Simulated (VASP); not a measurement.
The system is C.

```xyz
4
Lattice="2.4654 0.0000 0.0000 -1.2327 2.1351 0.0000 0.0000 0.0000 6.6816" Properties=species:S:1:pos:R:3 pbc="T T T"
C     0.0000    0.0000    1.6704
C    -1.2327    2.1351    5.0112
C     0.0000    1.4234    1.6704
C     1.2327    0.7117    5.0112
```

Base run:

```yaml
Program: VASP 6.6.1
Functional: PBE
Potentials_or_basis: VASP PAW PBE potentials, release 64 (C)
Cutoff: 520 eV
k_mesh: 12 × 12 × 4
Occupations: gaussian, width 0.03 eV
Spin: no spin polarisation
```

Its results: pressure 1.8 GPa.

Question: The run is repeated on the same cell with these changes: functional from PBE to r2SCAN; further incar settings from ALGO = Fast; EDIFF = 1e-06; NBANDS = 56 to ALGO = Normal; EDIFF = 1e-06. What comes out?

Answer: Pressure -2.1 GPa.

Caveats: this functional lacks dispersion, which binds the layers, so the pressure and a relaxed spacing across them are unreliable (some runs); the PAW data sets were made with another functional, which shifts forces and pressure a little (some runs).
